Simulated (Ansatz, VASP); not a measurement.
## Two plane-wave programs on Ru

```xyz
2
Lattice="2.7058 0.0000 0.0000 -1.3529 2.3433 0.0000 0.0000 0.0000 4.2819" Properties=species:S:1:pos:R:3 pbc="T T T"
Ru    1.3529    0.7811    3.2114
Ru    0.0000    1.5622    1.0705
```

Alike in both runs: functional PBEsol; k mesh 11 × 11 × 6; occupations fermi-dirac, width 0.05 eV; no spin polarisation.

|  | VASP | Ansatz |
| --- | --- | --- |
| version | VASP 6.6.1 | Ansatz 0.2.0 |
| potentials or method | VASP PAW PBE potentials, release 64 (Ru_pv) | Ansatz PAW |
| plane-wave cutoff (eV) | 520 | 420 |
| valence electrons in the cell | 28 | 32 |
| task | single point | band structure |

|  | VASP | Ansatz | Ansatz less VASP |
| --- | --- | --- | --- |
| gap on the k mesh at the Fermi level (eV) | none | none | - |
| pressure (GPa) | -6.3 | -6.2 | +0.10 |
| largest component of the traceless stress (GPa) | 0.34 | 0.35 | +0.011 |

A gap of «none» marks a metal or a gap that the smearing closes. The two sets of potentials don't hold the same shells in valence.

Caveats: the PAW data sets were made with another functional, which shifts forces and pressure a little (VASP); the PAW data sets come from PBE, with cores solved anew for the run's functional, which leaves a small shift of forces and pressure (Ansatz).
